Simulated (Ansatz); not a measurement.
The system is CdSe (Cadmoselite).

```
Cd Se
1.0
     4.30000    0.00000    0.00000
    -2.15000    3.72391    0.00000
     0.00000    0.00000    7.02000
Cd Se
2 2
Direct
  0.66667 0.33333 0.50000
  0.33333 0.66667 0.00000
  0.66667 0.33333 0.88500
  0.33333 0.66667 0.38500
```

Base run:

| Item | Value |
| --- | --- |
| Program | Ansatz 0.2.0 |
| Functional | PBE |
| Potentials or basis | Ansatz PAW |
| Cutoff | 420 eV (not typed: the program's choice for these potentials) |
| k mesh | 7 × 7 × 4 |
| Occupations | fermi-dirac, width 0.05 eV |
| Spin | no spin polarisation |

Its results: band gap on the k mesh 0.70 eV, direct; pressure 3.0 GPa; largest force 0.282 eV/Å.

Problem. The run is repeated on the same cell with these changes: functional from PBE to B3LYP5; k mesh from 7 × 7 × 4 to 4 × 4 × 2. What comes out?

Solution. Band gap on the k mesh 1.89 eV, direct; pressure 4.4 GPa; largest force 0.313 eV/Å.

Several settings changed at once, so the effect can't be laid on one alone.

Caveats: some runs use coarse meshes; odd divisions of the mesh miss points on the zone boundary, where band edges often lie, so the gap on the mesh can be too wide (some runs); the PAW data sets come from PBE, with cores solved anew for the run's functional, which leaves a small shift of forces and pressure (some runs); the thresholds are loose for stress (some runs).
